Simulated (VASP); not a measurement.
# PbS: kinetic-energy density

PbS, Fm-3m (no. 225), 2 atoms in the cell. PBE; PAW potentials Pb_d, S (PBE set).

## Input

INCAR:
```
PREC     = Accurate       # precision mode
ENCUT    = 520            # plane-wave cutoff, eV
EDIFF    = 1E-7           # SCF threshold, eV
ISMEAR   = 0              # smearing method
SIGMA    = 0.02           # smearing width, eV
LREAL    = False          # projectors in reciprocal space
LASPH    = True           # aspherical terms in the spheres
ALGO     = Normal         # electronic algorithm
NELM     = 100            # most SCF steps
ISIF     = 2              # what is computed and relaxed
LWAVE    = False          # write WAVECAR
LCHARG   = True           # write CHGCAR
LTAU     = True          
```

KPOINTS:
```
k-points
0
Gamma
  7 7 7
```

POSCAR:
```
PbS
1.0
    0.0000000000      2.9657500000      2.9657500000
    2.9657500000      0.0000000000      2.9657500000
    2.9657500000      2.9657500000      0.0000000000
Pb S
1 1
Direct
    0.0000000000      0.0000000000      0.0000000000
    0.5000000000      0.5000000000      0.5000000000
```

Commands:
```
cat potpaw_PBE.64/Pb_d/POTCAR potpaw_PBE.64/S/POTCAR > POTCAR
mpirun -np 1 vasp_std > vasp.out
```

## Result

- Kinetic energy of the pseudo orbitals (eV): 334.39

VASP 6.6.1 took 9.0 s on 1 core (Intel Xeon Platinum 8488C (Sapphire Rapids)), a shared host.
